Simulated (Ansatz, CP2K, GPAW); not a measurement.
**One calculation of Zn, 3 ways**

```
Zn
1.0
     2.67000    0.00000    0.00000
    -1.33500    2.31229    0.00000
     0.00000    0.00000    4.96600
Zn
2
Direct
  0.66667 0.33333 0.75000
  0.33333 0.66667 0.25000
```

Alike in all runs: task electron localisation function; functional r2SCAN; k mesh 11 × 11 × 6; occupations methfessel-paxton, width 0.2 eV; no spin polarisation; no spin-orbit coupling. Pressure is positive in compression and, in plane waves, holds the error of the finite cutoff, which Ansatz's Pulay term estimates and takes out.

```csv
program and potentials,plane-wave cutoff (eV),notes,pressure (GPa)
"Ansatz, Ansatz PAW",500,"potentials made for PBE, which Ansatz adapts in part",?
"GPAW, GPAW PAW data sets (gpaw-data 1.2.1)",600,potentials made for PBE,-4.44
"CP2K, POTENTIAL_UZH Zn GTH-SCAN-q12; TZVP-MOLOPT-SCAN-GTH basis",-,atomic basis,-5.84
```

**Question.** Estimate from the other rows what the run with Ansatz, Ansatz PAW gave.

**Answer.** Pressure -4.70 GPa. Its pressure holds a Pulay term of +0.05 GPa. The other rows, which needn't bracket it: pressure -5.84 to -4.44.
